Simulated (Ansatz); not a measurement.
The system is Pb.

```
Pb
1.0
     3.48000    0.00000    0.00000
    -1.74000    3.01377    0.00000
     0.00000    0.00000    5.59000
Pb
2
Cartesian
  1.7400 1.0046 4.1925
  0.0000 2.0092 1.3975
```

This isn't the form of Pb at room conditions, which is fcc.

Program: Ansatz 0.2.0. Alike in all runs: task band structure; potentials or basis Ansatz PAW; no spin polarisation; cell as given; k mesh 9 × 9 × 5; smearing fermi-dirac 0.05 eV.

**Question.** Order these runs on this cell by their pressure, lowest first.
A. level LDA; cutoff (eV) 420
B. level RPBE; cutoff (eV) 420
C. level PBEsol; cutoff (eV) 420
D. level r2SCAN; cutoff (eV) 500
E. level BLYP; cutoff (eV) 420

**Answer.** A (-0.6 GPa), C (1.1 GPa), D (2.9 GPa), B (5.8 GPa), E (8.1 GPa).

Caveats: the PAW data sets come from PBE, with cores solved anew for the run's functional, which leaves a small shift of forces and pressure.

Runs at the PBE level aren't shown here.
